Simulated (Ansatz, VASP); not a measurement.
# InSe: VASP beside Ansatz

One calculation is typed for both programs; each brings its own data sets. How far apart do they land? The cell is taken from a series of runs on this material, whose earlier steps may have relaxed, scaled, displaced or heated it; both programs get it as it stands.

Program: Ansatz 0.2.0. Level of theory: plane waves, with VASP 6.6.1 beside it; PBEsol. Results are calculated unless marked as measured.

**1. The structure**

The cell holds 4 atoms: 2 In and 2 Se. Cell: a = 3.952 Å, b = 3.952 Å, c = 33.900 Å, α = 90.0°, β = 90.0°, γ = 120.0°. Vacuum lies along c.

**2. Ansatz: single point, PBEsol, pair 1**

Ansatz runs on its default PAW (the set named soft_2) files.

A single point takes one fixed geometry, so differences don't come from the geometry; what else differs is listed under the comparison.

File input.yaml:

```yaml
crystal:
  lattice:
    - [3.9522880465, 0.0, 0.0]
    - [-1.9761440233, 3.4227818513, 0.0]
    - [0.0, 0.0, 33.9]
  atoms:
    - { symbol: In, position: [0.3333333333, 0.6666666667, 0.5406066129] }
    - { symbol: In, position: [0.3333333333, 0.6666666667, 0.4593933871] }
    - { symbol: Se, position: [0.6666666667, 0.3333333333, 0.5789270388] }
    - { symbol: Se, position: [0.6666666667, 0.3333333333, 0.4210729612] }
  periodic: [true, true, false]
kpoints:
  mp_grid: { grid: [6, 6, 1] }
  band_path:
    path:
      - [0, 0, 0]
      - [0.5, 0, 0]
      - [0.3333333333333, 0.3333333333333, 0]
      - [0, 0, 0]
    npoints: 10
hamiltonian:
  xc: pbesol
scf:
  occupations: { method: fermi_dirac, width: 0.02 }
  n_extra_bands: 5
output:
  eigenvalues: true
  forces: true
  stress: true
  write_density: true
  write_potential: true
  elf: true
  volumetric_format: npy
```

Command:

```bash
ansatz run input.yaml --threads 3 --pin off --max-ram 92160MiB --backend cuda --events-out ev --progress --plain --runs-dir out --devices 1 --max-vram 13GiB
```

Numbers of over 12 decimals in the logs are rounded to 6 here.

Log:

```text
scf.n_extra_bands = 5 over 29 filled bands (N_el = 58.0): the run solves 34 bands
GPUs: using 1 of 1 available (devices: 1).
Engine: ansatz 0.2.0, x86_64-unknown-linux-gnu
Pseudopotentials: kind: paw
Pseudopotential: In, paw, valence charge 13, recommended cutoff 420 eV (normal), In.paw.azcp
Pseudopotential: Se, paw, valence charge 16, recommended cutoff 420 eV (normal), Se.paw.azcp
Functional definition: PBEsol
  exchange = pbesol_x
  correlation = pbesol_c
device memory: the entry about to start is reckoned to put 5.7 GiB on a device that reports 26.0 GiB free (of which the cap on the GPU budget leaves the run 13.0 GiB)
GPU FFT provider: cuFFT
GPU libraries: cuBLAS 13.8.2, cuFFT 12.4.0, cuSOLVER 12.3.4
Crystal: 4 atoms, lattice volume = 458.593 Å³
Basis set: ecut = 420 eV, 9041 PW (Γ), exchange–correlation on 54×54×480 points (8 copies of the dense FFT grid, shifted against one another)
Bands: 34, of which v1, the nominal top of the filled ones, is band 29 counted from 1 (28 counted from 0)
Symmetry: 12 space group operations
Space group: P-6m2 (ITA 187), of the structure as read, at distance tolerance 7.7e-5 Å
k-points: 7 of 36 (time reversal used)
Non-local potential: In, projectors of the file, l = 0: 2, l = 1: 2, l = 2: 2, l = 3: 2
Non-local potential: Se, projectors of the file, l = 0: 2, l = 1: 2, l = 2: 3, l = 3: 1
PAW form: soft (Blöchl's): semilocal exchange-correlation on the pseudo side does not see the compensation charge
PAW frozen core: In, regenerated for the run's functional, and the local potential with it (the file was generated under x = pbe(κ = 0.804, μ = 0.219515), c = pbe(β = 0.066725))
PAW frozen core: Se, regenerated for the run's functional, and the local potential with it (the file was generated under x = pbe(κ = 0.804, μ = 0.219515), c = pbe(β = 0.066725))
PAW one-centre angular grid: In, 590 points (default); XC on 64 Gauss nodes
PAW one-centre angular grid: Se, 590 points (default); XC on 64 Gauss nodes
Initial density: superposition of atomic densities (neutral atoms: chi_scale 0, normalization atom), corrected by the library's trained network
Initial wavefunctions: pseudopotential atomic-orbital guess
GPU buffer pool allocated for 174960 grid points (all kernels)
GPU transforms: local potential and band sums: pruned to the plane-wave sphere, on 25×27×225
Functional: x = pbesol(κ = 0.804, μ = 0.123457), c = pbesol(β = 0.046)
SCF iter   1: F=—  HF=-21901.111959 eV  |F-HF|=—  |Δ(HF+E_count)|=         —  Δρ=2.31e-3  dr2=6.31e-2  ethr=1.77e-3  ⟨swp⟩=14.7  Hψ=1465  notcnv=0
preconditioner: auto → Resta (q_TF=auto, 1.933 Å⁻¹)  ε∞=1.6  [insulator: Δε(μ)=1.834 eV  Ē_g=13.474 eV  σ=0.020 eV  W_gap=1.00  n_scr=62 (ndim 8)  ℏωp=10.7 eV  f_vac=0.738  D(μ)=0.00/eV (n_scr^D=0)  ε∞_Penn≈1.6  vacuum switching on, ρ_ref=1.3e-2 e/Å³]
SCF iter   2: F=—  HF=-21901.103899 eV  |F-HF|=—  |Δ(HF+E_count)|=   8.06e-3  Δρ=1.12e-3  dr2=3.10e-2  ethr=1.09e-4  ⟨swp⟩=4.1  Hψ=534  notcnv=0  defer=7
SCF iter   3: F=—  HF=-21901.098615 eV  |F-HF|=—  |Δ(HF+E_count)|=   5.28e-3  Δρ=4.95e-4  dr2=1.33e-3  ethr=5.34e-5  ⟨swp⟩=3.3  Hψ=330  notcnv=0  defer=7
SCF iter   4: F=—  HF=-21901.098796 eV  |F-HF|=—  |Δ(HF+E_count)|=   1.82e-4  Δρ=1.87e-4  dr2=1.47e-4  ethr=2.30e-6  ⟨swp⟩=3.1  Hψ=483  notcnv=0  defer=7
SCF iter   5: F=—  HF=-21901.098698 eV  |F-HF|=—  |Δ(HF+E_count)|=   9.81e-5  Δρ=6.20e-5  dr2=1.64e-5  ethr=2.54e-7  ⟨swp⟩=2.6  Hψ=387  notcnv=0  defer=7
SCF iter   6: F=—  HF=-21901.098864 eV  |F-HF|=—  |Δ(HF+E_count)|=   1.65e-4  Δρ=1.63e-5  dr2=1.35e-6  ethr=2.82e-8  ⟨swp⟩=2.7  Hψ=363  notcnv=0  defer=7
SCF iter   7: F=-21901.098864 eV  HF=-21901.098864 eV  |F-HF|=7.57e-8  |Δ(HF+E_count)|=   1.85e-7  Δρ=2.68e-6  dr2=2.44e-8  ethr=1.72e-10  ⟨swp⟩=19.9  Hψ=2600  notcnv=0
SCF 1 converged in 7 iterations: F = -21901.098864 eV  dr2 = 2.44e-8
  greatest PAW one-centre occupation: 1.000 electrons in one spin orbital (limit 2), on the Se atom at site 2 (counted from 0), in its partial waves of l = 2
device memory: the entry about to start is reckoned to put 4.1 GiB on a device that reports 26.0 GiB free (of which the cap on the GPU budget leaves the run 13.0 GiB)
NSCF: frozen V_eff on 31 k-points
SCF converged after 7 iterations
Free energy (F): -21901.098864 eV
Harris-Foulkes:  -21901.098864 eV  (|F-HF|=7.57e-8)
Internal energy: -21901.098864 eV  (E = F + TS)
E sigma→0 (E₀):  -21901.098864 eV
Fermi energy:    -5.117293 eV
--- Per-component energies (eV) ---
  E_band       = -1636.752097
  E_kinetic    = 724.273288
  E_local      = -140569.611350  (includes V_loc(G=0)·N_el)
  E_nonlocal   = -448.550241
  E_hartree    = 69611.507816
  E_xc         = -633.232331
  E_vxc        = -395.396609  (∫ρ·V_xc dr)
  E_paw        = -11904.113268  (= ΣΔE_a)
  E_vpaw       = -170.473516  (= ΣTr[D̂ρ^β])
  E_aug_tail   = -0.001145  (compensation charges beyond the density's cutoff)
  E_ewald      = 61316.139662
  E_core_change = 2.488706  (= ΣΔE_core)
  E_smearing   = -0.000000  (= −TS)
  E_closure    = 0.000000  (closes the sum)
  Σ components = -21901.098864   (vs F -21901.098864, Δ=0.00e0)
--- Forces (eV/Å), atoms counted from 1 ---
  atom   1  In     0.00000000    -0.00000000     0.03495755
  atom   2  In     0.00000000    -0.00000000    -0.03495755
  atom   3  Se    -0.00000000     0.00000000     0.06111732
  atom   4  Se    -0.00000000     0.00000000    -0.06111732
  max |Σ_I F_I| component: 9.25e-18 eV/Å
--- 2D stress c σ (N/m, compression-positive) ---
        0.989005       0.000000       0.000000
        0.000000       0.989005       0.000000
        0.000000       0.000000       0.000000
  P = ½ c Tr σ = 0.9890 N/m
--- Band table (eV; the first three rows and the last of 7) ---
  k-point 0: bands = [... 25 lower, -6.3716, -6.2931, -6.2931, -6.1334, -4.2186, -3.0455, -0.7778, -0.7778, ... 1 higher]
  k-point 1: bands = [... 25 lower, -7.4376, -6.7058, -6.5892, -6.0520, -3.2597, -2.4108, -1.4298 (-1.4298°), -0.6232, ... 1 higher]
  k-point 2: bands = [... 25 lower, -7.7987, -7.2614, -7.0894, -6.3747, -3.5257, -3.2082, -1.4809, -1.1308, ... 1 higher]
  k-point 6: bands = [... 25 lower, -8.8795, -7.8175, -7.3245, -7.1377, -3.5455, -2.7255, -1.9741, -1.0223, ... 1 higher]
  ° read free of the cell's end (the report's vacuum.weakly_bound_levels)
```

**3. VASP: single point, PBEsol, pair 1**

The same cell, functional, mesh and smearing now go to VASP, with its own data sets.

Lines of VASP's logs that name or quote its potential files are left out, and so is its time.

File INCAR:

```
SYSTEM = InSe
PREC = Accurate
ENCUT = 400
EDIFF = 1E-06
NELM = 120
ISMEAR = -1
SIGMA = 0.02
LREAL = .FALSE.
ALGO = Normal
GGA = PS
NBANDS = 25
LORBIT = 11
LWAVE = .FALSE.
LCHARG = .FALSE.
ISIF = 2
LDIPOL = .TRUE.
IDIPOL = 3
DIPOL = 0.5 0.5 0.5
LVHAR = .TRUE.
LASPH = .TRUE.
GGA_COMPAT = .FALSE.
EFERMI = MIDGAP
NELMDL = -8
KPAR = 2
```

File POSCAR:

```
InSe
1.0
    3.9522880465      0.0000000000      0.0000000000
   -1.9761440233      3.4227818513      0.0000000000
    0.0000000000      0.0000000000     33.9000000000
In Se
2 2
Direct
    0.3333333333      0.6666666667      0.5406066129
    0.3333333333      0.6666666667      0.4593933871
    0.6666666666      0.3333333334      0.5789270388
    0.6666666666      0.3333333334      0.4210729612
```

File KPOINTS:

```
Automatic mesh
0
Gamma
6 6 1
0 0 0
```

PAW data sets: In_d and Se (PBE family, release 64).

Command:

```bash
mpirun -np 2 vasp_std
```

Log:

```text
[banner, memory and clock lines left out]
running    2 mpi-ranks, on    1 nodes
 distrk:  each k-point on    1 cores,    2 groups
 distr:  one band on    1 cores,    1 groups

 POSCAR found type information on POSCAR InSe
 POSCAR found :  2 types and       4 ions
|                                                                             |
|               ----> ADVICE to this user running VASP <----                  |
|                                                                             |
|     You enforced a specific xc type in the INCAR file but a different       |
|     [... a line on the potential file left out ...]
|     I HOPE YOU KNOW WHAT YOU ARE DOING!                                     |
|                                                                             |

 LDA part: xc-table for (Slater+PW92), standard interpolation
 POSCAR, INCAR and KPOINTS ok, starting setup
 FFT: planning ... GRIDC
 FFT: planning ... GRID_SOFT
 FFT: planning ... GRID
 WAVECAR not read
 entering main loop
       N       E                     dE             d eps       ncg     rms          rms(c)
DAV:   1     0.269636340718E+03    0.26964E+03   -0.13544E+04   414   0.960E+02
DAV:   2     0.137188287956E+02   -0.25592E+03   -0.25132E+03   437   0.270E+02
DAV:   3    -0.151767505349E+02   -0.28896E+02   -0.28740E+02   466   0.116E+02
DAV:   4    -0.159970108121E+02   -0.82026E+00   -0.81940E+00   450   0.242E+01
DAV:   5    -0.160274260673E+02   -0.30415E-01   -0.30412E-01   579   0.393E+00
DAV:   6    -0.160280329069E+02   -0.60684E-03   -0.60683E-03   523   0.491E-01
DAV:   7    -0.160280513868E+02   -0.18480E-04   -0.18480E-04   563   0.687E-02
DAV:   8    -0.160280516477E+02   -0.26092E-06   -0.26099E-06   419   0.105E-02    0.668E+00
DAV:   9    -0.155844333715E+02    0.44362E+00   -0.96239E-01   456   0.168E+01    0.403E+00
DAV:  10    -0.155458317503E+02    0.38602E-01   -0.46308E-01   526   0.575E+00    0.784E-01
DAV:  11    -0.155401918520E+02    0.56399E-02   -0.50688E-02   538   0.283E+00    0.573E-01
DAV:  12    -0.155401687247E+02    0.23127E-04   -0.65259E-03   441   0.419E-01    0.135E-01
DAV:  13    -0.155400398113E+02    0.12891E-03   -0.52388E-04   515   0.270E-01    0.628E-02
DAV:  14    -0.155399697706E+02    0.70041E-04   -0.28458E-04   442   0.919E-02    0.246E-02
[...]
DAV:  19    -0.155401415431E+02   -0.39712E-04   -0.23738E-06   343   0.522E-03    0.289E-03
DAV:  20    -0.155401724878E+02   -0.30945E-04   -0.56068E-07   318   0.320E-03    0.119E-03
DAV:  21    -0.155401956457E+02   -0.23158E-04   -0.83176E-07   317   0.426E-03    0.145E-03
DAV:  22    -0.155402021537E+02   -0.65080E-05   -0.12167E-07   322   0.336E-03    0.537E-04
DAV:  23    -0.155402059007E+02   -0.37470E-05   -0.15297E-07   278   0.135E-03    0.441E-04
DAV:  24    -0.155402083261E+02   -0.24254E-05   -0.59862E-08   286   0.126E-03    0.204E-04
DAV:  25    -0.155402093626E+02   -0.10365E-05   -0.18857E-08   241   0.684E-04    0.252E-04
DAV:  26    -0.155402100518E+02   -0.68927E-06   -0.12463E-08   263   0.679E-04
   1 F= -.15540210E+02 E0= -.15540210E+02  d E =-.809276E-21
```

Parts of OUTCAR (step 3):

```text
ion  position               nearest neighbor table
   1  0.333  0.667  0.541-   3 2.63   3 2.63   3 2.63   2 2.75
   2  0.333  0.667  0.459-   4 2.63   4 2.63   4 2.63   1 2.75
   3  0.667  0.333  0.579-   1 2.63   1 2.63   1 2.63
   4  0.667  0.333  0.421-   2 2.63   2 2.63   2 2.63

  LATTYP: Found a hexagonal cell.
 ALAT       =     3.9522880465
 C/A-ratio  =     8.5773100546

 Subroutine GETGRP returns: Found 12 space group operations
 (whereof 12 operations were pure point group operations)

The static configuration has the point symmetry D_3h.

 Found      7 irreducible k-points:

   k-points           NKPTS =      7   k-points in BZ     NKDIM =      7   number of bands    NBANDS=     25

   dimension x,y,z NGX =    28 NGY =   28 NGZ =  224
   dimension x,y,z NGXF=    56 NGYF=   56 NGZF=  448

   ENCUT  =  400.0 eV  29.40 Ry    5.42 a.u.   6.45  6.45 55.28*2*pi/ulx,y,z

   NELECT =      38.0000    total number of electrons

 k-points in reciprocal lattice and weights: Automatic mesh
   0.00000000  0.00000000  0.00000000       0.028
   0.16666667  0.00000000  0.00000000       0.167
   0.33333333  0.00000000  0.00000000       0.167
   0.50000000  0.00000000  0.00000000       0.083
   0.16666667  0.16666667  0.00000000       0.167
   0.33333333  0.16666667  0.00000000       0.333
   0.33333333  0.33333333  0.00000000       0.056

 dipolmoment           0.000000      0.000000     -0.000000 electrons x Angstroem

 average (electrostatic) potential at core
       1-103.8580       2-103.8580       3 -60.8476       4 -60.8476

 E-fermi :  -2.8000

 k-point     1 :       0.0000    0.0000    0.0000
  band No.  band energies     occupation
    ...
     15      -4.0355      2.00000
     16      -4.0355      2.00000
     17      -3.9568      2.00000
     18      -3.9568      2.00000
     19      -3.7946      2.00000
     20      -1.8883      0.00000
     21      -0.7160      0.00000
     22       1.5539      0.00000
     23       1.5539      0.00000
     24       1.9882      0.00000
    ...

 k-point     2 :       0.1667    0.0000    0.0000
  band No.  band energies     occupation
    ...
     15      -5.3344      2.00000
     16      -5.1043      2.00000
     17      -4.3705      2.00000
     18      -4.2536      2.00000
     19      -3.7116      2.00000
     20      -0.9255      0.00000
     21      -0.0790      0.00000
     22       0.9043      0.00000
     23       1.7077      0.00000
     24       1.7646      0.00000
    ...

 k-point     3 :       0.3333    0.0000    0.0000
  band No.  band energies     occupation
    ...
     15      -6.4486      2.00000
     16      -5.4611      2.00000
     17      -4.9272      2.00000
     18      -4.7549      2.00000
     19      -4.0334      2.00000
     20      -1.1921      0.00000
     21      -0.8748      0.00000
     22       0.8518      0.00000
     23       1.2002      0.00000
     24       1.7965      0.00000
    ...

  Total        0.8630109      0.8630109      0.4371730     -0.0000000      0.0000000     -0.0000000
  in kB        3.0150836      3.0150836      1.5273425     -0.0000000      0.0000000     -0.0000000
  external PRESSURE =       2.5191699 kB  Pullay stress =       0.0000000 kB

  energy-cutoff  :      400.00
  volume of cell :      458.59
      direct lattice vectors                 reciprocal lattice vectors
     3.952288047  0.000000000  0.000000000     0.253017996  0.146080008  0.000000000
    -1.976144023  3.422781851  0.000000000     0.000000000  0.292160016  0.000000000
     0.000000000  0.000000000 33.900000000     0.000000000  0.000000000  0.029498525

 POSITION                                       TOTAL-FORCE (eV/Angst)
 -----------------------------------------------------------------------------------
     -0.00000      2.28185     18.32656         0.000000      0.000000      0.013528
     -0.00000      2.28185     15.57344         0.000000     -0.000000     -0.013528
      1.97614      1.14093     19.62563        -0.000000      0.000000      0.082803
      1.97614      1.14093     14.27437        -0.000000      0.000000     -0.082803
 -----------------------------------------------------------------------------------
    total drift:                                0.000001     -0.000001     -0.000000

  FREE ENERGIE OF THE ION-ELECTRON SYSTEM (eV)
  ---------------------------------------------------
  free  energy   TOTEN  =       -15.5402100518 eV

  energy  without entropy=      -15.5402100518  energy(sigma->0) =      -15.54021005

 vacuum level on the upper side and lower side of the slab         2.337         2.337

 total charge
# of ion       s       p       d       tot
------------------------------------------
    1        0.856   0.699   9.888  11.443
    2        0.856   0.699   9.888  11.443
    3        1.472   2.339   0.024   3.835
    4        1.472   2.339   0.024   3.835
--------------------------------------------------
tot          4.657   6.075  19.823  30.556

[... 3 further parts left out ...]
```

**4. Differences**

Known differences besides the potentials themselves: Ansatz cuts the interaction across the vacuum, VASP repeats the sheet with a dipole correction (LDIPOL); the data sets hold 58 valence electrons in Ansatz (on its default PAW (the set named soft_2) files) and 38 in VASP; the cutoff is 420 eV in Ansatz and 400 eV in VASP; Ansatz makes its cores anew for this functional, VASP keeps those of its PBE data sets. Total energies have different zeros and are not compared.

Compared:

```tsv
quantity	Ansatz	VASP	difference
gap on the k mesh (eV)	1.833	1.823	+0.010
```

Forces (eV/Å; atoms numbered as in POSCAR):

```tsv
atom	Ansatz x, y, z	VASP x, y, z
In1	0.000, 0.000, 0.035	0.000, 0.000, 0.014
In2	0.000, 0.000, -0.035	0.000, 0.000, -0.014
Se3	0.000, 0.000, 0.061	0.000, 0.000, 0.083
Se4	0.000, 0.000, -0.061	0.000, 0.000, -0.083
```

The forces differ by 12 meV/Å r.m.s., which is 36.4 % of the r.m.s. force of 0.034 eV/Å (both taken over all components). A gap on the mesh is an upper bound, since the band edges may lie between its points. Where the cell holds vacuum, a pressure given here is an average over it and none of the material.

**5. Further runs**

Further runs change the set-up of one program: Ansatz's method, potentials or start, or VASP's data sets, cutoff or form of LDA. The table gives Ansatz less VASP for each quantity, since a change that brings one quantity closer may part another.

```tsv
run	r.m.s. force difference (meV/Å)	gap on the k mesh (eV)
as above	12	0.010
VASP with the data sets In_sv_GW and Se and a cutoff of 520 eV	11	0.0081
```

**6. Ansatz: single point, PBEsol, pair 2**

A single point takes one fixed geometry, so differences don't come from the geometry; what else differs is listed under the comparison. This pair takes another cell of the material, with 8 atoms against 4 for the pair before.

The cell is taken from a series of runs on this material, whose earlier steps may have relaxed, scaled, displaced or heated it; both programs get it as it stands.

File input.yaml:

```yaml
crystal:
  lattice:
    - [3.9535541565, 0.0, 0.0]
    - [-1.9767770782, 3.4238783348, 0.0]
    - [0.0, 0.0, 50.3]
  atoms:
    - { symbol: In, position: [0.3333333333, 0.6666666667, 0.4460873894] }
    - { symbol: In, position: [0.3333333333, 0.6666666667, 0.3913623869] }
    - { symbol: Se, position: [0.6666666667, 0.3333333333, 0.4718284051] }
    - { symbol: Se, position: [0.6666666667, 0.3333333333, 0.3655531428] }
    - { symbol: In, position: [0.6666666667, 0.3333333333, 0.6086376131] }
    - { symbol: In, position: [0.6666666667, 0.3333333333, 0.5539126106] }
    - { symbol: Se, position: [0.3333333333, 0.6666666667, 0.6344468572] }
    - { symbol: Se, position: [0.3333333333, 0.6666666667, 0.5281715949] }
  periodic: [true, true, false]
kpoints:
  mp_grid: { grid: [9, 9, 1] }
hamiltonian:
  xc: pbesol
scf:
  occupations: { method: fixed }
  n_extra_bands: 6
output:
  eigenvalues: true
  forces: true
  stress: true
  band_densities: [{ e_range: [-0.08, 0] }, { e_range: [1.13, 1.26] }]
  volumetric_format: npy
```

Command:

```bash
ansatz run input.yaml --threads 3 --pin off --max-ram 92160MiB --backend cuda --events-out ev --progress --plain --runs-dir out --devices 1 --max-vram 13GiB
```

Log:

```text
[...]
GPUs: using 1 of 1 available (devices: 1).
[...]
GPU FFT provider: cuFFT
GPU libraries: cuBLAS 13.8.2, cuFFT 12.4.0, cuSOLVER 12.3.4
Crystal: 8 atoms, lattice volume = 680.885 Å³
Basis set: ecut = 420 eV, 13465 PW (Γ), exchange–correlation on 54×54×720 points (8 copies of the dense FFT grid, shifted against one another)
[...]
k-point 11: bands = [... 54 lower, -7.4950, -7.4950, -6.9540, -6.9540, -3.7890, -3.3979, -2.7722, -2.7722, ... 2 higher]
--- Band densities, each state counted as filled ---
  window                                       electrons  max residual (eV)  cut levels
  e_range: [-0.08, 0]                           0.148148             1.2e-6           0
  e_range: [1.13, 1.26]                         0.024691             4.1e-7           0
[key lines of the parts left out:]
SCF converged after 10 iterations
Free energy (F): -43802.232097 eV
Fermi energy:    -5.642080 eV
P = ½ c Tr σ = 2.3419 N/m
```

(Continued in part 2 of 2.)

[Lines on the potential files, build, host, timing and source positions are cut from VASP's logs without a mark.]

[Logs are printed without paths, hosts, clocks, repeated set-up lines and the standing remarks that a program may print on its own settings, such as how far it seeks lower states.]

[Hosts, paths, dates, database ids (printed as entryN), source tags and the programs' standing remarks are cut or masked in the printed files.]
